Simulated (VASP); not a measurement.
All values below come from LDA (Ceperley-Alder, Perdew-Zunger), VASP's LDA PAW potentials (set 64) (plane waves; VASP 6.6.1).

Input for VASP

**KPOINTS**
```
Automatic
0
G
 10 10 8
0 0 0
```

File POSCAR:
```
Li3N
1
    1.7734605326    -3.0717240004     0.0000000000
    1.7734605326     3.0717240004     0.0000000000
    0.0000000000     0.0000000000     3.7883347364
Li N
3 1
Direct
  0.3333330000   0.6666670000   0.0000000000
  0.6666670000   0.3333330000   0.0000000000
  0.0000000000   0.0000000000   0.5000000000
  0.0000000000   0.0000000000   0.0000000000
```

**INCAR**
```
SYSTEM = Li3N
PREC = Accurate; ENCUT = 520; LREAL = F
LASPH = T
EDIFF = 1E-8; NELM = 100; ALGO = Normal
ISMEAR = 0; SIGMA = 0.01
IBRION = 8; NSW = 1
LWAVE = F; LCHARG = F
LEPSILON = T
```

POTCAR, in this order: Li_sv N (LDA.64 set). Program: vasp_std.

Output

File OSZICAR:
```
...
RMM:   1    -0.197313906456E+00   -0.19731E+00    0.55994E-01  4572   0.136E+01
RMM:   2    -0.202497473633E+00   -0.51836E-02   -0.21116E-02  6271   0.101E+00    0.283E-02
RMM:   3    -0.203004851017E+00   -0.50738E-03   -0.46148E-03  7338   0.417E-01    0.213E-02
RMM:   4    -0.203042304442E+00   -0.37453E-04   -0.36979E-04  7669   0.118E-01    0.104E-02
RMM:   5    -0.203054523307E+00   -0.12219E-04   -0.13777E-04  7691   0.597E-02    0.160E-03
RMM:   6    -0.203060519431E+00   -0.59961E-05   -0.10198E-04  7828   0.424E-02    0.846E-04
RMM:   7    -0.203065294870E+00   -0.47754E-05   -0.86732E-05  8242   0.336E-02    0.308E-04
RMM:   8    -0.203069103284E+00   -0.38084E-05   -0.82831E-05  8077   0.299E-02    0.252E-04
RMM:   9    -0.203075756645E+00   -0.66534E-05   -0.74700E-05  7875   0.278E-02    0.113E-04
RMM:  10    -0.203076513105E+00   -0.75646E-06   -0.72707E-05  7852   0.263E-02    0.133E-04
RMM:  11    -0.203079100350E+00   -0.25872E-05   -0.67350E-05  7896   0.250E-02    0.998E-05
RMM:  12    -0.203080416119E+00   -0.13158E-05   -0.61993E-05  8583   0.240E-02    0.145E-04
RMM:  13    -0.203081305590E+00   -0.88947E-06   -0.57789E-05  8444   0.231E-02    0.200E-04
RMM:  14    -0.203082435486E+00   -0.11299E-05   -0.53807E-05  8395   0.224E-02    0.235E-04
RMM:  15    -0.203083190598E+00   -0.75511E-06   -0.50214E-05  7874   0.216E-02    0.286E-04
RMM:  16    -0.203083304680E+00   -0.11408E-06   -0.47199E-05  7599   0.210E-02    0.372E-04
RMM:  17    -0.203084457795E+00   -0.11531E-05   -0.40476E-05  7731   0.202E-02    0.386E-04
RMM:  18    -0.203085277728E+00   -0.81993E-06   -0.36482E-05  8450   0.195E-02    0.418E-04
RMM:  19    -0.203085945436E+00   -0.66771E-06   -0.33262E-05  8070   0.189E-02    0.450E-04
RMM:  20    -0.203086865329E+00   -0.91989E-06   -0.30490E-05  7588   0.183E-02    0.462E-04
 Linear response progress:
  Degree of freedom:   4/  6
       N       E                     dE             d eps       ncg     rms          rms(c)
RMM:   1    -0.171294883434E+00   -0.17129E+00    0.85319E+00  2036   0.252E+01
RMM:   2    -0.180753152981E+00   -0.94583E-02   -0.35024E-02  2764   0.135E+00    0.962E-02
RMM:   3    -0.181081924053E+00   -0.32877E-03   -0.65128E-03  3085   0.504E-01    0.448E-02
RMM:   4    -0.181257986550E+00   -0.17606E-03   -0.14553E-03  3313   0.219E-01    0.147E-02
RMM:   5    -0.181350850328E+00   -0.92864E-04   -0.35525E-04  3471   0.802E-02    0.642E-03
RMM:   6    -0.181419871746E+00   -0.69021E-04   -0.14534E-04  3467   0.438E-02    0.148E-03
RMM:   7    -0.181442537535E+00   -0.22666E-04   -0.10239E-04  3625   0.283E-02    0.682E-04
RMM:   8    -0.181455853539E+00   -0.13316E-04   -0.72163E-05  3444   0.203E-02    0.435E-04
RMM:   9    -0.181461020269E+00   -0.51667E-05   -0.61512E-05  3559   0.167E-02    0.243E-04
RMM:  10    -0.181465759900E+00   -0.47396E-05   -0.43184E-05  3450   0.145E-02    0.187E-04
RMM:  11    -0.181470299278E+00   -0.45394E-05   -0.76941E-05  3432   0.131E-02    0.627E-05
RMM:  12    -0.181469428605E+00    0.87067E-06   -0.70150E-05  3491   0.120E-02    0.123E-04
RMM:  13    -0.181470900551E+00   -0.14719E-05   -0.62442E-05  3480   0.111E-02    0.869E-05
RMM:  14    -0.181471286148E+00   -0.38560E-06   -0.57757E-05  3768   0.105E-02    0.135E-04
RMM:  15    -0.181471309149E+00   -0.23000E-07   -0.52184E-05  3434   0.100E-02    0.187E-04
RMM:  16    -0.181471817259E+00   -0.50811E-06   -0.48947E-05  3414   0.965E-03    0.209E-04
RMM:  17    -0.181471689862E+00    0.12740E-06   -0.45705E-05  3402   0.937E-03    0.267E-04
RMM:  18    -0.181472399421E+00   -0.70956E-06   -0.43284E-05  3329   0.907E-03    0.268E-04
RMM:  19    -0.181472349321E+00    0.50100E-07   -0.40838E-05  3329   0.884E-03    0.311E-04
RMM:  20    -0.181472758691E+00   -0.40937E-06   -0.39207E-05  3363   0.863E-03    0.326E-04
RMM:  21    -0.181473159602E+00   -0.40091E-06   -0.37199E-05  3402   0.844E-03    0.339E-04
RMM:  22    -0.181473165499E+00   -0.58975E-08   -0.35978E-05  3305   0.829E-03    0.373E-04
 Linear response progress:
  Degree of freedom:   5/  6
       N       E                     dE             d eps       ncg     rms          rms(c)
RMM:   1    -0.229182777684E+00   -0.22918E+00    0.84204E-02  6637   0.291E+00
RMM:   2    -0.228786110153E+00    0.39667E-03   -0.11627E-02  6368   0.570E-01    0.119E-01
RMM:   3    -0.229961357912E+00   -0.11752E-02   -0.29024E-03  6925   0.288E-01    0.623E-02
RMM:   4    -0.231319344105E+00   -0.13580E-02   -0.97588E-04  7228   0.203E-01    0.170E-02
RMM:   5    -0.231355217521E+00   -0.35873E-04   -0.26661E-04  7877   0.723E-02    0.511E-03
RMM:   6    -0.231391000877E+00   -0.35783E-04   -0.75824E-05  8067   0.303E-02    0.175E-03
RMM:   7    -0.231365175898E+00    0.25825E-04   -0.29387E-05  7763   0.158E-02    0.133E-03
RMM:   8    -0.231374516466E+00   -0.93406E-05   -0.20883E-05  8111   0.905E-03    0.351E-04
RMM:   9    -0.231379676940E+00   -0.51605E-05    0.97132E-07  8297   0.504E-03    0.267E-04
RMM:  10    -0.231382320312E+00   -0.26434E-05   -0.53779E-06  8234   0.311E-03    0.168E-04
RMM:  11    -0.231383639798E+00   -0.13195E-05    0.33993E-07  8381   0.190E-03    0.577E-05
RMM:  12    -0.231383647439E+00   -0.76408E-08   -0.19653E-06  8752   0.125E-03    0.114E-04
RMM:  13    -0.231383513675E+00    0.13376E-06   -0.64591E-08  8251   0.840E-04    0.920E-05
RMM:  14    -0.231382856556E+00    0.65712E-06   -0.74886E-07  7957   0.656E-04    0.836E-05
RMM:  15    -0.231382628612E+00    0.22794E-06   -0.57726E-08  7956   0.502E-04    0.116E-04
RMM:  16    -0.231382506507E+00    0.12210E-06   -0.37841E-07  8060   0.448E-04    0.184E-04
RMM:  17    -0.231382822126E+00   -0.31562E-06   -0.24518E-07  8156   0.386E-04    0.141E-04
RMM:  18    -0.231383203256E+00   -0.38113E-06   -0.28827E-08  7983   0.363E-04    0.738E-05
RMM:  19    -0.231383365985E+00   -0.16273E-06    0.87202E-08  8198   0.333E-04    0.499E-05
RMM:  20    -0.231383506351E+00   -0.14037E-06    0.75104E-08  7943   0.318E-04    0.218E-05
RMM:  21    -0.231383539180E+00   -0.32829E-07    0.59562E-08  7740   0.306E-04    0.160E-05
RMM:  22    -0.231383551010E+00   -0.11830E-07   -0.24242E-07  7388   0.300E-04    0.122E-05
RMM:  23    -0.231383551620E+00   -0.61087E-09    0.14768E-08  7168   0.297E-04    0.132E-05
 Linear response progress:
  Degree of freedom:   6/  6
       N       E                     dE             d eps       ncg     rms          rms(c)
RMM:   1    -0.231351588642E+00   -0.23135E+00    0.83008E-02  2869   0.306E+00
RMM:   2    -0.230842856245E+00    0.50873E-03   -0.11737E-02  2885   0.542E-01    0.130E-01
RMM:   3    -0.231962416994E+00   -0.11196E-02   -0.43955E-03  3019   0.327E-01    0.593E-02
RMM:   4    -0.233252608600E+00   -0.12902E-02   -0.12988E-03  3143   0.225E-01    0.151E-02
RMM:   5    -0.233172547408E+00    0.80061E-04   -0.22011E-04  3231   0.652E-02    0.667E-03
RMM:   6    -0.233227184560E+00   -0.54637E-04   -0.32362E-05  3434   0.275E-02    0.255E-03
RMM:   7    -0.233208535461E+00    0.18649E-04   -0.53005E-06  3356   0.118E-02    0.152E-03
RMM:   8    -0.233223999916E+00   -0.15464E-04   -0.10645E-05  3425   0.594E-03    0.569E-04
RMM:   9    -0.233230603737E+00   -0.66038E-05    0.21526E-07  3588   0.309E-03    0.321E-04
RMM:  10    -0.233232394462E+00   -0.17907E-05   -0.89381E-06  3585   0.175E-03    0.112E-04
RMM:  11    -0.233234551360E+00   -0.21569E-05    0.16040E-07  3462   0.115E-03    0.258E-05
RMM:  12    -0.233234422589E+00    0.12877E-06   -0.26542E-06  3736   0.754E-04    0.463E-05
RMM:  13    -0.233234458690E+00   -0.36100E-07   -0.23153E-07  3758   0.543E-04    0.411E-05
RMM:  14    -0.233234453241E+00    0.54488E-08   -0.20580E-06  3622   0.422E-04    0.523E-05
RMM:  15    -0.233234453409E+00   -0.16770E-09   -0.94354E-08  3456   0.362E-04    0.395E-05
 Linear response finished
```

### OUTCAR
```
------------------------ aborting loop because EDIFF is reached ----------------------------------------

 HEAD OF MICROSCOPIC STATIC DIELECTRIC TENSOR (INDEPENDENT PARTICLE, excluding Hartree and local field effects)
 ------------------------------------------------------
           6.280230     0.000000    -0.000000
           0.000000     6.280231    -0.000000
           0.000000     0.000000     6.206567
 ------------------------------------------------------

 MACROSCOPIC STATIC DIELECTRIC TENSOR (including local field effects in DFT)
 ------------------------------------------------------
           5.957826    -0.000000     0.000000
           0.000000     5.957827    -0.000000
          -0.000000    -0.000000     5.500702
 ------------------------------------------------------

 PIEZOELECTRIC TENSOR (including local field effects)  for field in x, y, z        (e  Angst)
          XX          YY          ZZ          XY          YZ          ZX
  --------------------------------------------------------------------------------
  x     0.00000     0.00000     0.00000     0.00000     0.00000     0.00000
  y     0.00000     0.00000     0.00000     0.00000     0.00000     0.00000
  z     0.00000     0.00000     0.00000     0.00000     0.00000     0.00000

 PIEZOELECTRIC TENSOR (including local field effects)  for field in x, y, z        (C/m^2)
          XX          YY          ZZ          XY          YZ          ZX
  --------------------------------------------------------------------------------
  x     0.00000     0.00000     0.00000     0.00000     0.00000     0.00000
  y     0.00000     0.00000     0.00000     0.00000     0.00000     0.00000
  z     0.00000     0.00000     0.00000     0.00000     0.00000     0.00000

 BORN EFFECTIVE CHARGES (including local field effects) (in |e|, cummulative output)
 ---------------------------------------------------------------------------------
 ion    1
    1     0.92431     0.00000     0.00000
    2     0.00000     0.92431     0.00000
    3     0.00000     0.00000     0.42586
 ion    2
    1     0.92431     0.00000     0.00000
    2    -0.00000     0.92431     0.00000
    3    -0.00000     0.00000     0.42586
 ion    3
    1     0.94019     0.00000     0.00000
    2     0.00000     0.94019     0.00000
    3    -0.00000    -0.00000     1.06464
 ion    4
    1    -2.78882     0.00000     0.00000
    2     0.00000    -2.78882     0.00000
    3    -0.00000     0.00000    -1.91636

   1 f  =   21.498638 THz   135.079924 2PiTHz  717.117360 cm-1    88.911181 meV
             X         Y         Z           dx          dy          dz
      1.773461  1.023910  0.000000    -0.000000    0.000000    0.015138
      1.773461 -1.023910  0.000000    -0.000000    0.000000    0.015138
      0.000000  0.000000  1.894167    -0.000000    0.000000   -0.830446
      0.000000  0.000000  0.000000     0.000000   -0.000000    0.556687

   2 f  =   19.520500 THz   122.650918 2PiTHz  651.133787 cm-1    80.730264 meV
             X         Y         Z           dx          dy          dz
      1.773461  1.023910  0.000000     0.000000    0.707107    0.000000
      1.773461 -1.023910  0.000000    -0.000000   -0.707107   -0.000000
      0.000000  0.000000  1.894167    -0.000000    0.000000    0.000000
      0.000000  0.000000  0.000000     0.000000   -0.000000    0.000000

   3 f  =   19.520498 THz   122.650908 2PiTHz  651.133734 cm-1    80.730258 meV
             X         Y         Z           dx          dy          dz
      1.773461  1.023910  0.000000    -0.707107    0.000000    0.000000
      1.773461 -1.023910  0.000000     0.707107   -0.000000   -0.000000
      0.000000  0.000000  1.894167    -0.000000    0.000000    0.000000
      0.000000  0.000000  0.000000    -0.000000    0.000000   -0.000000

   4 f  =   15.201273 THz    95.512417 2PiTHz  507.059895 cm-1    62.867386 meV
             X         Y         Z           dx          dy          dz
      1.773461  1.023910  0.000000    -0.000000   -0.000000    0.549613
      1.773461 -1.023910  0.000000    -0.000000   -0.000000    0.549613
      0.000000  0.000000  1.894167     0.000000   -0.000000   -0.336382
      0.000000  0.000000  0.000000     0.000000    0.000000   -0.531694

   5 f  =   13.702388 THz    86.094641 2PiTHz  457.062454 cm-1    56.668496 meV
             X         Y         Z           dx          dy          dz
      1.773461  1.023910  0.000000     0.000000    0.527551    0.000000
      1.773461 -1.023910  0.000000     0.000000    0.527551    0.000000
      0.000000  0.000000  1.894167    -0.000000   -0.101593   -0.000000
      0.000000  0.000000  0.000000    -0.000000   -0.658072   -0.000000

   6 f  =   13.702387 THz    86.094634 2PiTHz  457.062416 cm-1    56.668492 meV
             X         Y         Z           dx          dy          dz
      1.773461  1.023910  0.000000     0.527551   -0.000000   -0.000000
      1.773461 -1.023910  0.000000     0.527551   -0.000000    0.000000
      0.000000  0.000000  1.894167    -0.101593    0.000000   -0.000000
      0.000000  0.000000  0.000000    -0.658072    0.000000   -0.000000

   7 f  =   10.058726 THz    63.200841 2PiTHz  335.522994 cm-1    41.599531 meV
             X         Y         Z           dx          dy          dz
      1.773461  1.023910  0.000000     0.000000   -0.151062    0.000000
      1.773461 -1.023910  0.000000     0.000000   -0.151062   -0.000000
      0.000000  0.000000  1.894167    -0.000000    0.899526   -0.000000
      0.000000  0.000000  0.000000     0.000000   -0.381070   -0.000000

   8 f  =   10.058725 THz    63.200836 2PiTHz  335.522967 cm-1    41.599527 meV
             X         Y         Z           dx          dy          dz
      1.773461  1.023910  0.000000    -0.151062   -0.000000   -0.000000
      1.773461 -1.023910  0.000000    -0.151062   -0.000000    0.000000
      0.000000  0.000000  1.894167     0.899526    0.000000   -0.000000
      0.000000  0.000000  0.000000    -0.381070   -0.000000   -0.000000

   9 f  =    1.070907 THz     6.728707 2PiTHz   35.721613 cm-1     4.428914 meV
             X         Y         Z           dx          dy          dz
      1.773461  1.023910  0.000000     0.000000   -0.000000    0.707107
      1.773461 -1.023910  0.000000     0.000000   -0.000000   -0.707107
      0.000000  0.000000  1.894167     0.000000   -0.000000   -0.000000
...
```
(Selected blocks of OUTCAR.)

OUTCAR:
```
 val. band max:        1.5348056345   @ k =   0.0000   0.0000   0.5000

 cond. band min:       2.6268610044   @ k =   0.5000   0.0000   0.5000


 Fermi energy:         1.6572574336

 k-point     1 :       0.0000    0.0000    0.0000
  band No.  band energies     occupation
      1     -41.8677      2.00000
      2     -41.4022      2.00000
      3     -41.3768      2.00000
      4      -9.7294      2.00000
      5      -0.1883      2.00000
      6       1.3117      2.00000
      7       1.3117      2.00000
      8       2.8773      0.00000
      9       8.9261      0.00000
     10       8.9261      0.00000
     11      10.0932      0.00000

 k-point     2 :       0.1000    0.0000    0.0000
  band No.  band energies     occupation
      1     -41.8573      2.00000
      2     -41.4121      2.00000
      3     -41.3769      2.00000
      4      -9.7212      2.00000
      5      -0.1160      2.00000
      6       0.9308      2.00000
      7       1.1765      2.00000
      8       3.2272      0.00000
      9       9.0147      0.00000
     10       9.2459      0.00000
     11       9.9584      0.00000

 k-point     3 :       0.2000    0.0000    0.0000
  band No.  band energies     occupation
      1     -41.8273      2.00000
      2     -41.4404      2.00000
      3     -41.3771      2.00000
      4      -9.7004      2.00000
      5       0.0831      2.00000
      6       0.2637      2.00000
      7       0.8582      2.00000
      8       3.8774      0.00000
      9       8.9778      0.00000
     10       9.6075      0.00000
     11      10.0384      0.00000

 k-point     4 :       0.3000   -0.0000    0.0000
  band No.  band energies     occupation
      1     -41.7826      2.00000
      2     -41.4830      2.00000
      3     -41.3773      2.00000
      4      -9.6752      2.00000
      5      -0.3231      2.00000
      6       0.3524      2.00000
      7       0.5177      2.00000
      8       4.6174      0.00000
      9       8.3896      0.00000
...
```

The dielectric response may not be converged in the k-mesh; for small gaps it tends to come out too large.

The compound is Li3N in the alpha structure. It was relaxed first, which changed the volume by -8 %.
